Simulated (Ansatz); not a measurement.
Consider a crystal of NaCl in space group I4_1md (No. 109), with Na on 4a; Cl on 4a. Recipe of this trial structure of NaCl: 6-connected net, two elements alternating.

Level of theory: DFT PBE, scalar-relativistic, plane waves, PAW in Ansatz. Cutoff 420 eV, Γ-centred mesh, Gaussian smearing, no spin polarisation.

Energies over the elements count from the elements' standard structures at the same level (Cl₂ as a molecule), with no fitted energy shifts.

Question: Give the relaxed lattice parameters and positions.

Answer:

Space group I4_1md (No. 109). a = 3.704 Å, b = 3.704 Å, c = 13.641 Å, α = 90.00°, β = 90.00°, γ = 90.00°
```json
{"atom": "Na", "site": "4a", "symmetry": "2mm.", "x": "0.0000", "y": "0.0000", "z": "0.7934"}
{"atom": "Cl", "site": "4a", "symmetry": "2mm.", "x": "0.5000", "y": "0.0000", "z": "0.9566"}
```

Na has 6 Cl at 2.87–2.90 Å; Cl is surrounded by 6 Na at 2.87–2.90 Å. Another local minimum with the same sites may exist.

Question: Where does its energy lie, and is it a metal?

Answer: The formation energy is −1.766 eV/atom and the gap on the 8×8×8 mesh of the 4-atom cell is 4.43 eV. It lies below the elements, which doesn't yet make it stable against other compounds or structures.

The last run used Gaussian smearing of 0.02 eV. Kohn–Sham gaps at this level usually fall short of measured ones. A structure relaxed within its symmetry needn't be a true minimum.
